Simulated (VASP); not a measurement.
# MgO (F-43m) in VASP: further runs

One crystal, MgO, is run at these levels: PBE; tasks: single point, relaxation of cell and atoms.

All numbers are computed with VASP 6.6.1; they aren't measurements. Logs are shortened: lines on timing, memory, paths and dates and some standing lists are left out, and cuts for length are marked.

### Step 1. The structure

It takes space group F-43m (No. 216, cubic). Conventional cell: a = 4.643 Å, b = 4.643 Å, c = 4.643 Å, α = 90.00°, β = 90.00°, γ = 90.00°. Mg (site symmetry -43m) is surrounded by 4 O at 2.01 Å. Around O (site symmetry -43m) lie 4 Mg at 2.01 Å.

The cell was built by a generator and needn't be a form met in nature.

### Step 2. Single point, PBE

INCAR reads:

```
PREC = Accurate
ENCUT = 520
EDIFF = 1E-6
ISMEAR = -1
SIGMA = 0.05
LREAL = F
LASPH = T
NELM = 100
ALGO = Normal
ISIF = 2
LWAVE = F
LCHARG = F
GGA = PE
NBANDS = 11
```

KPOINTS reads:

```
regular mesh
0
Gamma
  10 10 10
```

POSCAR reads:

```
MgO
1.0
    0.0000000000      2.3214330279      2.3214330279
    2.3214330279      0.0000000000      2.3214330279
    2.3214330279      2.3214330279      0.0000000000
Mg O
1 1
Direct
    0.5000000000      0.5000000000      0.5000000000
    0.7500000000      0.7500000000      0.7500000000
```

Potentials or basis: VASP PAW PBE potentials, release 64 (Mg, O).

Command:

```sh
> cat potpaw_PBE.64/Mg/POTCAR potpaw_PBE.64/O/POTCAR > POTCAR
> mpirun -np 1 vasp_std > vasp.out
```

OUTCAR:

```text
PREC = Accurate
   ENCUT = 520
   EDIFF = 1E-6
   ISMEAR = -1
   LREAL = F
   LASPH = T
   NELM = 100
   ISIF = 2
   GGA = PE

 ion  position               nearest neighbor table
   1  0.500  0.500  0.500-   2 2.01   2 2.01   2 2.01   2 2.01
   2  0.750  0.750  0.750-   1 2.01   1 2.01   1 2.01   1 2.01

  LATTYP: Found a face centered cubic cell.
 ALAT       =     4.6428660558

  Lattice vectors:

 A1 = (   0.0000000000,   2.3214330279,   2.3214330279)
 A2 = (   2.3214330279,   0.0000000000,   2.3214330279)
 A3 = (   2.3214330279,   2.3214330279,   0.0000000000)

Analysis of symmetry for initial positions (statically):
=====================================================================
 Subroutine PRICEL returns:
 Original cell was already a primitive cell.

 Routine SETGRP: Setting up the symmetry group for a
 face centered cubic supercell.

 Subroutine GETGRP returns: Found 24 space group operations
 (whereof 24 operations were pure point group operations)
 out of a pool of 48 trial point group operations.

The static configuration has the point symmetry T_d .

Analysis of symmetry for dynamics (positions and initial velocities):
=====================================================================
 Subroutine PRICEL returns:
 Original cell was already a primitive cell.

 Routine SETGRP: Setting up the symmetry group for a
 face centered cubic supercell.

 Subroutine GETGRP returns: Found 24 space group operations
 (whereof 24 operations were pure point group operations)
 out of a pool of 48 trial point group operations.

The dynamic configuration has the point symmetry T_d .

 Subroutine INISYM returns: Found 24 space group operations
 (whereof 24 operations are pure point group operations),
 and found     1 'primitive' translations

----------------------------------------------------------------------------------------

                                     Primitive cell

  volume of cell :      25.0206

  direct lattice vectors                    reciprocal lattice vectors
     0.000000000  2.321433028  2.321433028    -0.215384202  0.215384202  0.215384202
     2.321433028  0.000000000  2.321433028     0.215384202 -0.215384202  0.215384202
     2.321433028  2.321433028  0.000000000     0.215384202  0.215384202 -0.215384202

  length of vectors
     3.283002072  3.283002072  3.283002072     0.373056381  0.373056381  0.373056381

  position of ions in fractional coordinates (direct lattice)
     0.500000000  0.500000000  0.500000000
     0.750000000  0.750000000  0.750000000

  ion indices of the primitive-cell ions
   primitive index   ion index
                 1           1
                 2           2

----------------------------------------------------------------------------------------

 KPOINTS: regular mesh

Automatic generation of k-mesh.
 Grid dimensions read from file:
 generate k-points for:   10   10   10

 Generating k-lattice:

  Cartesian coordinates                     Fractional coordinates (reciprocal lattice)
    -0.021538420  0.021538420  0.021538420     0.100000000  0.000000000  0.000000000
     0.021538420 -0.021538420  0.021538420     0.000000000  0.100000000  0.000000000
     0.021538420  0.021538420 -0.021538420     0.000000000  0.000000000  0.100000000

  Length of vectors
     0.037305638  0.037305638  0.037305638

  Shift w.r.t. Gamma in fractional coordinates (k-lattice)
     0.000000000  0.000000000  0.000000000

 Subroutine IBZKPT returns following result:
 ===========================================

 Found     47 irreducible k-points:

 Following reciprocal coordinates:
            Coordinates               Weight
  0.000000  0.000000  0.000000      1.000000
  0.100000  0.000000  0.000000      8.000000
  0.200000  0.000000  0.000000      8.000000
  0.300000  0.000000  0.000000      8.000000
  0.400000  0.000000  0.000000      8.000000
  0.500000  0.000000  0.000000      4.000000
[... 16 lines left out ...]
  0.300000  0.300000  0.000000      6.000000
  0.400000  0.300000  0.000000     24.000000
 [... further k-points ...]
   k-points           NKPTS =     47   k-points in BZ     NKDIM =     47   number of bands    NBANDS=     11
   number of dos      NEDOS =    301   number of ions     NIONS =      2
   total plane-waves  NPLWV =  13824
   dimension x,y,z NGX =    24 NGY =   24 NGZ =   24
   dimension x,y,z NGXF=    48 NGYF=   48 NGZF=   48
   ions per type =               1   1
   NGX,Y,Z   is equivalent  to a cutoff of  12.15, 12.15, 12.15 a.u.
   NGXF,Y,Z  is equivalent  to a cutoff of  24.31, 24.31, 24.31 a.u.
 SYSTEM =  unknown system
   PREC   = accura    normal or accurate (medium, high low for compatibility)
   ISTART =      0    job   : 0-new  1-cont  2-samecut
   ICHARG =      2    charge: 1-file 2-atom 10-const
   ISPIN  =      1    spin polarized calculation?
   LNONCOLLINEAR =      F non collinear calculations
   LSORBIT =      F    spin-orbit coupling
   LASPH  =      T    aspherical Exc in radial PAW
   ENCUT  =  520.0 eV  38.22 Ry    6.18 a.u.   6.10  6.10  6.10*2*pi/ulx,y,z
   NELM   =    100;   NELMIN=  2; NELMDL= -5     # of ELM steps
   EDIFF  = 0.1E-05   stopping-criterion for ELM
   LREAL  =      F    real-space projection
   EDIFFG = 0.1E-04   stopping-criterion for IOM
   NSW    =      0    number of steps for IOM
   IBRION =     -1    ionic relax: 0-MD 1-quasi-New 2-CG
   NFREE  =      0    steps in history (QN), initial steepest desc. (CG)
   ISIF   =      2    stress and relaxation
   ISYM   =      2    0-nonsym 1-usesym 2-fastsym
   POTIM  = 0.5000    time-step for ionic-motion
   TEBEG  =    0.0;   TEEND  =   0.0 temperature during run
   PSTRESS=    0.0 pullay stress
   NELECT =       8.0000    total number of electrons
   NUPDOWN=      -1.0000    fix difference up-down
   EMIN   =  10.00;   EMAX   =-10.00  energy-range for DOS
   EFERMI =   0.00;   METHOD = LEGACY
   ISMEAR =    -1;   SIGMA  =   0.05  broadening in eV -4-tet -1-fermi 0-gaus
   EFERMI_NEDOS =   21; number of points for ismear=-14 and -15
   IALGO  =     38    algorithm
   IMIX   =      4    mixing-type and parameters
     AMIX     =   0.40;   BMIX     =  1.00
     AMIX_MAG =   1.60;   BMIX_MAG =  1.00
  volume/ion in A,a.u.               =      12.51        84.42
  Fermi-wavevector in a.u.,A,eV,Ry     =   1.119452  2.115457 17.050440  1.253172
  Thomas-Fermi vector in A             =   2.256091
   LORBIT       =      0    0 simple, 1 ext, 2 COOP (PROOUT), +10 PAW based schemes
   GGA     = PE    functional components
   LHFCALC =     F    Hartree Fock is set to
   AEXX    =    0.0000 exact exchange contribution
   IVDW    =     0    specifies the selected vdW correction
   LEPSILON=     F    determine dielectric tensor
   LRPA    =     F    only Hartree local field effects (RPA)
 non-spin polarized calculation
  energy-cutoff  :      520.00
  volume of cell :       25.02
 maximum number of plane-waves:       692
   NGX = 13   NGY = 13   NGZ = 13

 number of electron       7.9999996 magnetization

 Free energy of the ion-electron system (eV)
  ---------------------------------------------------
  ext. energy  EPLUGINS =         0.00000000
  ---------------------------------------------------
  free energy    TOTEN  =       -11.69702323 eV

  energy without entropy =      -11.69702323  energy(sigma->0) =      -11.69702323

 E-fermi :   1.6421     XC(G=0):  -9.5021

 val. band max:        0.5298430457   @ k =   0.0000   0.0000   0.0000
 cond. band min:       3.8871279948   @ k =   0.0000   0.0000   0.0000
 fundamental gap:      3.3572849490
 Fermi energy:         1.6421081303

 k-point     1 :       0.0000    0.0000    0.0000
  band No.  band energies     occupation
      1     -15.2267      2.00000
      2       0.5298      2.00000
      3       0.5298      2.00000
      4       0.5298      2.00000
      5       3.8871      0.00000
      6      16.7846      0.00000
      7      16.7846      0.00000
      8      16.7846      0.00000
      9      20.3654      0.00000
     10      20.3654      0.00000
     11      20.3656      0.00000

 k-point     2 :       0.1000    0.0000    0.0000
  band No.  band energies     occupation
      1     -15.1737      2.00000
      2       0.0666      2.00000
      3       0.5118      2.00000
      4       0.5118      2.00000
      5       4.4375      0.00000
      6      15.9130      0.00000
      7      16.7782      0.00000
      8      16.7782      0.00000
      9      18.9774      0.00000
     10      18.9774      0.00000
     11      19.8405      0.00000

 k-point     3 :       0.2000    0.0000    0.0000
  band No.  band energies     occupation
      1     -15.0303      2.00000
      2      -0.8122      2.00000
      3       0.4654      2.00000
      4       0.4654      2.00000
      5       5.5746      0.00000
      6      14.1800      0.00000
      7      16.3012      0.00000
      8      16.3012      0.00000
      9      18.8144      0.00000
     10      18.8144      0.00000
     11      19.3244      0.00000

 k-point     4 :       0.3000    0.0000    0.0000
  band No.  band energies     occupation
      1     -14.8458      2.00000
      2      -1.6252      2.00000
      3       0.4093      2.00000
      4       0.4093      2.00000
      5       6.8243      0.00000
      6      12.4168      0.00000
      7      15.5139      0.00000
      8      15.5139      0.00000
      9      19.1838      0.00000
     10      19.7101      0.00000
     11      19.7101      0.00000

 k-point     5 :       0.4000    0.0000    0.0000
  band No.  band energies     occupation
      1     -14.6899      2.00000
      2      -2.1792      2.00000
      3       0.3650      2.00000
      4       0.3650      2.00000
      5       8.0436      0.00000
      6      10.8604      0.00000
      7      14.9574      0.00000
      8      14.9574      0.00000
      9      19.3641      0.00000
     10      20.9011      0.00000
     11      20.9011      0.00000
[... 211 lines left out ...]
 k-point    21 :      -0.3000    0.2000    0.0000
  band No.  band energies     occupation
      1     -14.6405      2.00000
      2      -1.7791      2.00000
      3      -0.3874      2.00000
      4       0.3413      2.00000
      5       8.2696      0.00000
      6      11.2239      0.00000
      7      13.4638      0.00000
      8      15.3674      0.00000
      9      19.6760      0.00000
     10      20.4200      0.00000
     11      22.7659      0.00000

 k-point    22 :      -0.2000    0.2000    0.0000
  band No.  band energies     occupation
      1     -14.7851      2.00000
      2      -1.4861      2.00000
      3      -0.1371      2.00000
      4       0.4405      2.00000
      5       7.2454      0.00000
      6      12.6332      0.00000
      7      13.7185      0.00000
      8      15.7293      0.00000
      9      18.5125      0.00000
     10      20.5621      0.00000
     11      22.5622      0.00000

 k-point    23 :       0.3000    0.3000    0.0000
  band No.  band energies     occupation
      1     -14.7275      2.00000
      2      -1.4277      2.00000
      3       0.0480      2.00000
      4       0.0480      2.00000
      5       6.8707      0.00000
      6      12.3535      0.00000
      7      14.1586      0.00000
      8      16.4098      0.00000
      9      16.4098      0.00000
     10      22.8158      0.00000
     11      22.8822      0.00000

 k-point    24 :       0.4000    0.3000    0.0000
  band No.  band energies     occupation
      1     -14.6084      2.00000
      2      -1.6486      2.00000
      3      -0.1404      2.00000
      4      -0.0221      2.00000
      5       7.1682      0.00000
      6      11.9135      0.00000
      7      13.7582      0.00000
      8      16.3103      0.00000
      9      16.6858      0.00000
     10      22.8319      0.00000
     11      23.4654      0.00000

 [... further k-points ...]

------------------------ aborting loop because EDIFF is reached ----------------------------------------

  FORCE on cell =-STRESS in cart. coord.  units (eV):
  Direction    XX          YY          ZZ          XY          YZ          ZX
  --------------------------------------------------------------------------------------
  -------------------------------------------------------------------------------------
  Total       -0.4009834     -0.4009834     -0.4009834     -0.0000000     -0.0000000      0.0000000
  in kB      -25.6766569    -25.6766569    -25.6766569     -0.0000000     -0.0000000      0.0000000
  external PRESSURE =     -25.6766569 kB  Pullay stress =       0.0000000 kB

 VOLUME and BASIS-vectors are now :
 -----------------------------------------------------------------------------
  energy-cutoff  :      520.00
  volume of cell :       25.02
      direct lattice vectors                 reciprocal lattice vectors
     0.000000000  2.321433028  2.321433028    -0.215384202  0.215384202  0.215384202
     2.321433028  0.000000000  2.321433028     0.215384202 -0.215384202  0.215384202
     2.321433028  2.321433028  0.000000000     0.215384202  0.215384202 -0.215384202

 POSITION                                       TOTAL-FORCE (eV/Angst)
 -----------------------------------------------------------------------------------
      2.32143      2.32143      2.32143         0.000000     -0.000000      0.000000
      3.48215      3.48215      3.48215        -0.000000      0.000000     -0.000000
 -----------------------------------------------------------------------------------
    total drift:                                0.000000      0.000000      0.000000

  FREE ENERGIE OF THE ION-ELECTRON SYSTEM (eV)
  ---------------------------------------------------
  free  energy   TOTEN  =       -11.6970232305 eV

  energy  without entropy=      -11.6970232305  energy(sigma->0) =      -11.69702323
```

Wall time 3.8 s (1 thread of Intel Xeon 6975P-C (Granite Rapids), shared host); peak memory 0.14 GiB.

Results:

* Free energy: -11.6970 eV
* Pressure: -2.6 GPa
* Band gap on the k mesh: 3.36 eV, direct

Levels at points of the mesh, in eV from the valence-band top:
```csv
k point,band 1,band 2,band 3,band 4,band 5,band 6,band 7,band 8,band 9
"(0.00, 0.00, 0.00)",-15.76,0.00,0.00,0.00,3.36,16.25,16.25,16.25,19.84
"(0.50, 0.00, 0.00)",-15.16,-2.91,-0.18,-0.18,8.43,9.30,14.23,14.23,18.99
"(0.50, 0.50, 0.00)",-14.98,-2.40,-0.72,-0.72,6.13,11.28,13.38,16.07,16.07
```

### Step 3. Single point, PBE

This run uses another cell than the first one, of 12.27 Å³/atom, 0.980 times its volume.

INCAR reads:

```
  PREC = Accurate
  ENCUT = 520
  EDIFF = 1E-7
  ISMEAR = -1
  SIGMA = 0.05
  LREAL = F
  LASPH = T
  NELM = 100
  ALGO = Normal
  ISIF = 2
  LWAVE = F
  LCHARG = T
  GGA = PE
  LELF = T
  LVHAR = T
  NBANDS = 11
```

KPOINTS reads:

```
Automatic mesh
0
Gamma
  10 10 10
```

POSCAR reads:

```
MgO
1.0
    0.0000000000      2.3061600000      2.3061600000
    2.3061600000      0.0000000000      2.3061600000
    2.3061600000      2.3061600000      0.0000000000
Mg O
1 1
Direct
    0.5000000000      0.5000000000      0.5000000000
    0.7500000000      0.7500000000      0.7500000000
```

Potentials or basis: VASP PAW PBE potentials, release 64 (Mg, O).

Command:

```sh
> cat potpaw_PBE.64/Mg/POTCAR potpaw_PBE.64/O/POTCAR > POTCAR
> mpirun -np 1 vasp_std > vasp.out
```

Wall time 4.3 s (1 thread of Intel Xeon 6975P-C (Granite Rapids), shared host); peak memory 0.14 GiB.

The run converged. Its results:

- Free energy: -11.7011 eV
- Pressure: -0.4 GPa
- Band gap on the k mesh: 3.46 eV, direct

Levels at points of the mesh, in eV from the valence-band top:
| k point | band 1 | band 2 | band 3 | band 4 | band 5 | band 6 | band 7 | band 8 | band 9 |
| --- | --- | --- | --- | --- | --- | --- | --- | --- | --- |
| (0.00, 0.00, 0.00) | -15.81 | 0.00 | 0.00 | 0.00 | 3.46 | 16.47 | 16.47 | 16.47 | 20.02 |
| (0.50, 0.00, 0.00) | -15.19 | -2.96 | -0.18 | -0.18 | 8.56 | 9.45 | 14.38 | 14.38 | 19.24 |
| (0.50, 0.50, 0.00) | -15.00 | -2.44 | -0.73 | -0.73 | 6.18 | 11.39 | 13.66 | 16.30 | 16.30 |

A hybrid or GW would open this gap; PBE tends to underestimate it.

### Step 4. Relaxation of cell and atoms, PBE

This run uses another cell than the first one, of 12.27 Å³/atom, 0.980 times its volume.

INCAR reads:

```
PREC = Accurate
ENCUT = 600
EDIFF = 1E-7
ISMEAR = -1
SIGMA = 0.05
LREAL = False
LASPH = True
NELM = 100
ALGO = Normal
ISIF = 3
LWAVE = False
LCHARG = False
GGA = PE
IBRION = 2
NSW = 60
EDIFFG = -0.01
```

KPOINTS reads:

```
regular mesh
0
Gamma
  10 10 10
```

POSCAR is that of step 3.

Command:

```sh
> cat potpaw_PBE.64/Mg/POTCAR potpaw_PBE.64/O/POTCAR > POTCAR
> mpirun -np 1 vasp_std > vasp.out
```

Run time: 11 s. Hardware: 1 thread of Intel Xeon 6975P-C (Granite Rapids), shared host; peak memory 0.17 GiB.

The run converged. Its results:

```yaml
Free_energy: -11.7042 eV
Relaxed_volume: 12.21 Å³/atom
Relaxed_cell: a = 3.256 Å, b = 3.256 Å, c = 3.256 Å, α = 60.00°, β = 60.00°, γ = 60.00°
Space_group_after_relaxing_to_0.05_Å: F-43m (No. 216)
Energy_gained_by_relaxing: 0.1 meV/atom
Ionic_steps: 3
Pressure_after_relaxing: 0.0 GPa
Band_gap_on_the_k_mesh: 3.49 eV, direct
```

The path:
```
step  energy change (eV)  largest force (eV/Å)  pressure (GPa)  volume (Å³)
   1              0.0000                0.0000           -0.56        24.53
   2             -0.0002                0.0000            0.16        24.38
   3             -0.0002                0.0000            0.00        24.41
```

Final structure:
```yaml
crystal:
  lattice:
    - [0.00000, 2.30240, 2.30240]
    - [2.30240, 0.00000, 2.30240]
    - [2.30240, 2.30240, 0.00000]
  atoms:
    - { symbol: Mg, position: [0.50000, 0.50000, 0.50000] }
    - { symbol: O, position: [0.75000, 0.75000, 0.75000] }
```

Levels at points of the mesh, in eV from the valence-band top:
```tsv
k point	band 1	band 2	band 3	band 4	band 5	band 6	band 7	band 8
(0.00, 0.00, 0.00)	-15.82	0.00	0.00	0.00	3.49	16.52	16.52	16.52
(0.50, 0.00, 0.00)	-15.19	-2.97	-0.18	-0.18	8.60	9.49	14.42	14.42
(0.50, 0.50, 0.00)	-15.01	-2.45	-0.73	-0.73	6.20	11.42	13.73	16.36
```

A hybrid or GW would open this gap; PBE tends to underestimate it.

### Step 5. Overview

```csv
task,cell,cutoff (eV),gap on the mesh (eV),pressure (GPa)
single point,"F-43m, 12.51 Å³/atom",520,3.36,-2.6
single point,"F-43m, 12.27 Å³/atom",520,3.46,-0.4
relaxation of cell and atoms,relaxed,600,3.49,0.0
```

Alike in all rows: level PBE; potentials or basis VASP PAW PBE potentials, release 64 (Mg, O); no spin polarisation; k mesh 10 × 10 × 10; smearing fermi-dirac 0.05 eV.

Total energies depend on the potentials used, so only differences within one code and one set of settings carry meaning.
